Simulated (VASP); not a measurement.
B12N11 (a cell with a defect), 23 atoms in the cell. The cell holds a defect, 23 atoms: a = 7.669 Å, b = 5.112 Å, c = 5.112 Å, α = 60.00°, β = 60.00°, γ = 60.00°. 

- Program: VASP 6.6.1
- Task: single point
- Functional: PBEsol
- Potentials or basis: VASP PAW PBE potentials, release 64 (B, N)
- Cutoff: 450 eV
- k mesh: 3 × 4 × 4
- Occupations: gaussian, width 0.03 eV
- Spin: no spin polarisation
- Dq: -1
- Further INCAR settings: LREAL = Auto; ALGO = Normal; EDIFF = 1e-05; NELECT = 92.0

Potentials or basis: VASP PAW PBE potentials, release 64 (B, N).

Launch:

```sh
$ cat potpaw_PBE.64/B/POTCAR potpaw_PBE.64/N/POTCAR > POTCAR
$ mpirun -np 1 vasp_std > vasp.out
```

Hardware: 1 thread of Intel(R) Xeon(R) 6975P-C (Granite Rapids), on a shared host.

Problem. How long does it take, and how much memory?

Solution. It took 2.2 min on 1 thread of Intel(R) Xeon(R) 6975P-C (Granite Rapids), with other jobs on the host, peak memory 0.27 GiB. Counts: scf iterations 12, k points 17.
